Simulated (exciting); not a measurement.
# Cu (Fm-3m) in exciting: equation of state

How stiff is Cu in PBE, and what volume does it want? The cell is scaled to several volumes.

All numbers are computed with exciting (release sodium); they aren't measurements. Logs are shortened: lines on timing, memory, paths and dates and some standing lists are left out, and cuts for length are marked.

### Step 1. Starting point

It takes space group Fm-3m (No. 225, cubic). Conventional cell: a = 3.615 Å, b = 3.615 Å, c = 3.615 Å, α = 90.00°, β = 90.00°, γ = 90.00°. Around Cu (site symmetry m-3m) lie 12 Cu at 2.56 Å.

### Step 2. Equation of state, PBE, 11.10 Å³/atom (volume scaled by 0.94)

Contents of input.xml:

```xml
<input>
  <title>Cu</title>
  <structure speciespath="./" tshift="false">
    <crystal scale="1">
      <basevect>0.000000000000 3.345952650679 3.345952650679</basevect>
      <basevect>3.345952650679 0.000000000000 3.345952650679</basevect>
      <basevect>3.345952650679 3.345952650679 0.000000000000</basevect>
    </crystal>
    <species speciesfile="Cu.xml" rmt="2">
      <atom coord="0.000000000000 0.000000000000 0.000000000000"/>
    </species>
  </structure>
  <groundstate do="fromscratch" ngridk="13 13 13" rgkmax="9" gmaxvr="14" lmaxapw="10" lmaxmat="10" lmaxvr="8" xctype="GGA_PBE" stype="Fermi Dirac" swidth="0.00183747" nempty="12" ValenceRelativity="iora*" epsengy="1e-05" epspot="1e-05" maxscl="60" outputlevel="normal"/>
</input>
```

Potentials or basis: all-electron LAPW+lo, shipped species files, valence relativity iora*.

The run is started by

```
> OMP_NUM_THREADS=1 exciting_smp
```

INFO.OUT:

```text
================================================================================
EXCITING SODIUM started
[... 10 lines left out ...]

 Lattice vectors (cartesian) :
      0.0000000000      3.3459526507      3.3459526507
      3.3459526507      0.0000000000      3.3459526507
      3.3459526507      3.3459526507      0.0000000000

 Reciprocal lattice vectors (cartesian) :
     -0.9389232250      0.9389232250      0.9389232250
      0.9389232250     -0.9389232250      0.9389232250
      0.9389232250      0.9389232250     -0.9389232250

 Unit cell volume                           :      74.9185508597
 Brillouin zone volume                      :       3.3109318132

 Species :    1 (Cu)
     parameters loaded from                 :    Cu.xml
     name                                   :    copper
     nuclear charge                         :     -29.00000000
     electronic charge                      :      29.00000000
     atomic mass                            :  115837.27170000
     muffin-tin radius                      :       2.00000000
     # of radial points in muffin-tin       :     350

     atomic positions (lattice) :
       1 :   0.00000000  0.00000000  0.00000000

 Total number of atoms per unit cell        :       1

 Spin treatment                             :    spin-unpolarised

 Number of Bravais lattice symmetries       :      48
 Number of crystal symmetries               :      48

 k-point grid                               :      13   13   13
 Total number of k-points                   :      84
 k-point set is reduced with crystal symmetries

 R^MT_min * |G+k|_max (rgkmax)              :       9.00000000
 Species with R^MT_min                      :       1 (Cu)
 Maximum |G+k| for APW functions            :       4.50000000
 Maximum |G| for potential and density      :      14.00000000

 G-vector grid sizes                        :      24    24    24
 Total number of G-vectors                  :    3479

 Maximum angular momentum used for
     APW functions                          :      10
     computing H and O matrix elements      :      10
     potential and density                  :       8
     inner part of muffin-tin               :       2

 Total nuclear charge                       :     -29.00000000
 Total electronic charge                    :      29.00000000
 Total core charge                          :      12.00000000
 Total valence charge                       :      17.00000000

 Number of empty states                     :      12
 Total number of valence states             :      21

 Maximum Hamiltonian size                   :     137
 Maximum number of plane-waves              :     125
 Total number of local-orbitals             :      12

 Exchange-correlation type                  :      20
     Perdew-Burke-Ernzerhof, Phys. Rev. Lett. 77, 3865 (1996)
     Generalised gradient approximation (GGA)

 Smearing scheme                            :    Fermi-Dirac
 Smearing width                             :       0.00183747

 Using multisecant Broyden potential mixing
[... 16 lines left out ...]
+ SCF iteration number :    1                                                  +
++++++++++++++++++++++++++++++++++++++++++++++++++++++++++++++++++++++++++++++++
 Total energy                               :     -1642.07648440
 _______________________________________________________________
 Fermi energy                               :         0.39338161
 Kinetic energy                             :      1689.36312211
 Coulomb energy                             :     -3264.41055850
 Exchange energy                            :       -65.62677529
 Correlation energy                         :        -1.40227272

 DOS at Fermi energy (states/Ha/cell)       :         8.70640863

 Electron charges :
     core                                   :        12.00000000
     core leakage                           :         0.00157014
     valence                                :        17.00000000
     interstitial                           :         1.88618768
     charge in muffin-tin spheres :
                  atom     1    Cu          :        27.11381232
     total charge in muffin-tins            :        27.11381232
     total charge                           :        29.00000000
[... 284 lines left out ...]
 Electron charges :
     core                                   :        12.00000000
     core leakage                           :         0.00144201
     valence                                :        17.00000000
     interstitial                           :         1.60034734
     charge in muffin-tin spheres :
                  atom     1    Cu          :        27.39965266
     total charge in muffin-tins            :        27.39965266
     total charge                           :        29.00000000

 RMS change in effective potential (target) :  0.706077E-09  ( 0.100000E-04)
 Absolute change in total energy   (target) :  0.132720E-05  ( 0.100000E-04)
 Charge distance                   (target) :  0.277832E-08  ( 0.100000E-04)

++++++++++++++++++++++++++++++++++++++++++++++++++++++++++++++++++++++++++++++++
| Convergency criteria checked for the last 2 iterations                       +
| Convergence targets achieved. Performing final SCF iteration                 +
++++++++++++++++++++++++++++++++++++++++++++++++++++++++++++++++++++++++++++++++
 Total energy                               :     -1655.03093518
 _______________________________________________________________
 Fermi energy                               :         0.33470861
 Kinetic energy                             :      1683.41143390
 Coulomb energy                             :     -3270.78901352
 Exchange energy                            :       -66.24945529
 Correlation energy                         :        -1.40390028

 DOS at Fermi energy (states/Ha/cell)       :         8.94229842

 Electron charges :
     core                                   :        12.00000000
     core leakage                           :         0.00144201
     valence                                :        17.00000000
     interstitial                           :         1.60034735
     charge in muffin-tin spheres :
                  atom     1    Cu          :        27.39965265
     total charge in muffin-tins            :        27.39965265
     total charge                           :        29.00000000

++++++++++++++++++++++++++++++++++++++++++++++++++++++++++++++++++++++++++++++++
[... 7 lines left out ...]

--------------------------------------------------------------------------------
- CAUTION! Warnings have been written in file WARNING.OUT !                    -
--------------------------------------------------------------------------------
================================================================================
| EXCITING SODIUM stopped                                                      =
================================================================================
```

Run time: 22 s. Hardware: 1 thread of Arm Neoverse V2, shared host; peak memory 0.09 GiB.

Results:

| Item | Value |
| --- | --- |
| Free energy | -45035.6887 eV |
| Band gap on the k mesh | none (metal or under the smearing width) |
| All electrons inside the program's atomic spheres | Cu 27.40 (radii Cu 2.0 bohr) |

Caveat: the log's total energy holds no entropy term; the free energy is that total less TS from the occupations.

### Step 3. Equation of state, PBE, 11.34 Å³/atom (volume scaled by 0.96)

input.xml: that of step 2 with these lines changed.

```diff
@@ -4,5 +4,5 @@
     <crystal scale="1">
-      <basevect>0.000000000000 3.345952650679 3.345952650679</basevect>
-      <basevect>3.345952650679 0.000000000000 3.345952650679</basevect>
-      <basevect>3.345952650679 3.345952650679 0.000000000000</basevect>
+      <basevect>0.000000000000 3.369516473805 3.369516473805</basevect>
+      <basevect>3.369516473805 0.000000000000 3.369516473805</basevect>
+      <basevect>3.369516473805 3.369516473805 0.000000000000</basevect>
     </crystal>
```

Potentials or basis: all-electron LAPW+lo, shipped species files, valence relativity iora*.

The run is started by

```
> OMP_NUM_THREADS=1 exciting_smp
```

It took 23 s on 1 thread of Arm Neoverse V2, shared host; peak memory 0.09 GiB.

The run converged. Its results:

```
Free energy                                       : -45035.7043 eV
Band gap on the k mesh                            : none (metal or under the smearing width)
All electrons inside the program's atomic spheres : Cu 27.38 (radii Cu 2.0 bohr)
```

Caveat: the log's total energy holds no entropy term; the free energy is that total less TS from the occupations.

### Step 4. Equation of state, PBE, 11.57 Å³/atom (volume scaled by 0.98)

input.xml: that of step 3 with these lines changed.

```diff
@@ -4,5 +4,5 @@
     <crystal scale="1">
-      <basevect>0.000000000000 3.369516473805 3.369516473805</basevect>
-      <basevect>3.369516473805 0.000000000000 3.369516473805</basevect>
-      <basevect>3.369516473805 3.369516473805 0.000000000000</basevect>
+      <basevect>0.000000000000 3.392755252888 3.392755252888</basevect>
+      <basevect>3.392755252888 0.000000000000 3.392755252888</basevect>
+      <basevect>3.392755252888 3.392755252888 0.000000000000</basevect>
     </crystal>
```

Potentials or basis: all-electron LAPW+lo, shipped species files, valence relativity iora*.

The run is started by

```
> OMP_NUM_THREADS=1 exciting_smp
```

INFO.OUT:

```text
================================================================================
EXCITING SODIUM started
[... 10 lines left out ...]

 Lattice vectors (cartesian) :
      0.0000000000      3.3927552529      3.3927552529
      3.3927552529      0.0000000000      3.3927552529
      3.3927552529      3.3927552529      0.0000000000

 Reciprocal lattice vectors (cartesian) :
     -0.9259709055      0.9259709055      0.9259709055
      0.9259709055     -0.9259709055      0.9259709055
      0.9259709055      0.9259709055     -0.9259709055

 Unit cell volume                           :      78.1065743016
 Brillouin zone volume                      :       3.1757917392

 Species :    1 (Cu)
     parameters loaded from                 :    Cu.xml
     name                                   :    copper
     nuclear charge                         :     -29.00000000
     electronic charge                      :      29.00000000
     atomic mass                            :  115837.27170000
[... 69 lines left out ...]
 Total energy                               :     -1641.99479439
 _______________________________________________________________
 Fermi energy                               :         0.37139581
 Kinetic energy                             :      1689.38861918
 Coulomb energy                             :     -3264.37100687
 Exchange energy                            :       -65.61293079
 Correlation energy                         :        -1.39947591
[... 306 lines left out ...]
 RMS change in effective potential (target) :  0.769114E-10  ( 0.100000E-04)
 Absolute change in total energy   (target) :  0.463278E-06  ( 0.100000E-04)
 Charge distance                   (target) :  0.910572E-09  ( 0.100000E-04)

++++++++++++++++++++++++++++++++++++++++++++++++++++++++++++++++++++++++++++++++
| Convergency criteria checked for the last 2 iterations                       +
| Convergence targets achieved. Performing final SCF iteration                 +
++++++++++++++++++++++++++++++++++++++++++++++++++++++++++++++++++++++++++++++++
 Total energy                               :     -1655.03187001
 _______________________________________________________________
 Fermi energy                               :         0.31363384
 Kinetic energy                             :      1683.35298376
 Coulomb energy                             :     -3270.74303314
 Exchange energy                            :       -66.24041294
 Correlation energy                         :        -1.40140769

 DOS at Fermi energy (states/Ha/cell)       :         8.74755548

 Electron charges :
     core                                   :        12.00000000
     core leakage                           :         0.00143813
     valence                                :        17.00000000
     interstitial                           :         1.62917127
     charge in muffin-tin spheres :
                  atom     1    Cu          :        27.37082873
     total charge in muffin-tins            :        27.37082873
     total charge                           :        29.00000000

++++++++++++++++++++++++++++++++++++++++++++++++++++++++++++++++++++++++++++++++
[... 7 lines left out ...]

--------------------------------------------------------------------------------
- CAUTION! Warnings have been written in file WARNING.OUT !                    -
--------------------------------------------------------------------------------
================================================================================
| EXCITING SODIUM stopped                                                      =
================================================================================
```

WARNINGS.OUT:

```text
Inversion symmetry is present. Consider using input%groundstate%solver%type = "inversionsymmetry"
```

Run time: 23 s. Hardware: 1 thread of Arm Neoverse V2, shared host; peak memory 0.09 GiB.

Results:

```yaml
Free_energy: -45035.7142 eV
Band_gap_on_the_k_mesh: none (metal or under the smearing width)
All_electrons_inside_the_program's_atomic_spheres: Cu 27.37 (radii Cu 2.0 bohr)
```

Caveat: the log's total energy holds no entropy term; the free energy is that total less TS from the occupations.

### Step 5. Equation of state, PBE, 11.81 Å³/atom

input.xml: that of step 4 with these lines changed.

```diff
@@ -4,5 +4,5 @@
     <crystal scale="1">
-      <basevect>0.000000000000 3.392755252888 3.392755252888</basevect>
-      <basevect>3.392755252888 0.000000000000 3.392755252888</basevect>
-      <basevect>3.392755252888 3.392755252888 0.000000000000</basevect>
+      <basevect>0.000000000000 3.415679970261 3.415679970261</basevect>
+      <basevect>3.415679970261 0.000000000000 3.415679970261</basevect>
+      <basevect>3.415679970261 3.415679970261 0.000000000000</basevect>
     </crystal>
```

The run is started by

```
> OMP_NUM_THREADS=1 exciting_smp
```

Run time: 24 s. Hardware: 1 thread of Arm Neoverse V2, shared host; peak memory 0.09 GiB.

The run converged. Its results:

```yaml
Free_energy: -45035.7190 eV
Band_gap_on_the_k_mesh: none (metal or under the smearing width)
All_electrons_inside_the_program's_atomic_spheres: Cu 27.36 (radii Cu 2.0 bohr)
```

Caveat: the log's total energy holds no entropy term; the free energy is that total less TS from the occupations.

### Step 6. Equation of state, PBE, 12.05 Å³/atom (volume scaled by 1.02)

input.xml: that of step 5 with these lines changed.

```diff
@@ -4,5 +4,5 @@
     <crystal scale="1">
-      <basevect>0.000000000000 3.415679970261 3.415679970261</basevect>
-      <basevect>3.415679970261 0.000000000000 3.415679970261</basevect>
-      <basevect>3.415679970261 3.415679970261 0.000000000000</basevect>
+      <basevect>0.000000000000 3.438301026598 3.438301026598</basevect>
+      <basevect>3.438301026598 0.000000000000 3.438301026598</basevect>
+      <basevect>3.438301026598 3.438301026598 0.000000000000</basevect>
     </crystal>
```

Potentials or basis: all-electron LAPW+lo, shipped species files, valence relativity iora*.

The run is started by

```
> OMP_NUM_THREADS=1 exciting_smp
```

It took 24 s on 1 thread of Arm Neoverse V2, shared host; peak memory 0.09 GiB.

The run converged. Its results:

```yaml
Free_energy: -45035.7194 eV
Band_gap_on_the_k_mesh: none (metal or under the smearing width)
All_electrons_inside_the_program's_atomic_spheres: Cu 27.35 (radii Cu 2.0 bohr)
```

Caveat: the log's total energy holds no entropy term; the free energy is that total less TS from the occupations.

### Step 7. Equation of state, PBE, 12.28 Å³/atom (volume scaled by 1.04)

input.xml: that of step 6 with these lines changed.

```diff
@@ -4,5 +4,5 @@
     <crystal scale="1">
-      <basevect>0.000000000000 3.438301026598 3.438301026598</basevect>
-      <basevect>3.438301026598 0.000000000000 3.438301026598</basevect>
-      <basevect>3.438301026598 3.438301026598 0.000000000000</basevect>
+      <basevect>0.000000000000 3.460628282301 3.460628282301</basevect>
+      <basevect>3.460628282301 0.000000000000 3.460628282301</basevect>
+      <basevect>3.460628282301 3.460628282301 0.000000000000</basevect>
     </crystal>
```

The run is started by

```
> OMP_NUM_THREADS=1 exciting_smp
```

Wall time 24 s (1 thread of Arm Neoverse V2, shared host); peak memory 0.09 GiB.

The run converged. Its results:

```
Free energy                                       : -45035.7159 eV
Band gap on the k mesh                            : none (metal or under the smearing width)
All electrons inside the program's atomic spheres : Cu 27.34 (radii Cu 2.0 bohr)
```

Caveat: the log's total energy holds no entropy term; the free energy is that total less TS from the occupations.

### Step 8. Equation of state, PBE, 12.52 Å³/atom (volume scaled by 1.06)

input.xml: that of step 7 with these lines changed.

```diff
@@ -4,5 +4,5 @@
     <crystal scale="1">
-      <basevect>0.000000000000 3.460628282301 3.460628282301</basevect>
-      <basevect>3.460628282301 0.000000000000 3.460628282301</basevect>
-      <basevect>3.460628282301 3.460628282301 0.000000000000</basevect>
+      <basevect>0.000000000000 3.482671094916 3.482671094916</basevect>
+      <basevect>3.482671094916 0.000000000000 3.482671094916</basevect>
+      <basevect>3.482671094916 3.482671094916 0.000000000000</basevect>
     </crystal>
```

The run is started by

```
> OMP_NUM_THREADS=1 exciting_smp
```

Wall time 27 s (1 thread of Arm Neoverse V2, shared host); peak memory 0.09 GiB.

Results (log left out):

```yaml
Free_energy: -45035.7089 eV
Band_gap_on_the_k_mesh: none (metal or under the smearing width)
All_electrons_inside_the_program's_atomic_spheres: Cu 27.33 (radii Cu 2.0 bohr)
```

Caveat: the log's total energy holds no entropy term; the free energy is that total less TS from the occupations.

### Step 9. Equation of state, PBE

Potentials or basis: all-electron LAPW+lo, shipped species files, valence relativity iora*.

No new run: the results of the series are fitted here.

What came out:

* Equilibrium volume: 11.95 Å³/atom
* Bulk modulus: 142 GPa
* Pressure derivative of the bulk modulus: 5.3

Energy against volume, from the lowest point:
```csv
volume (Å³/atom),energy (meV/atom)
11.102,30.61
11.338,15.07
11.574,5.19
11.810,0.35
12.047,0.00
12.283,3.48
12.519,10.51
```

PBE usually gives volumes a little too large and moduli too small. Zero-point motion and thermal expansion aren't in these numbers.
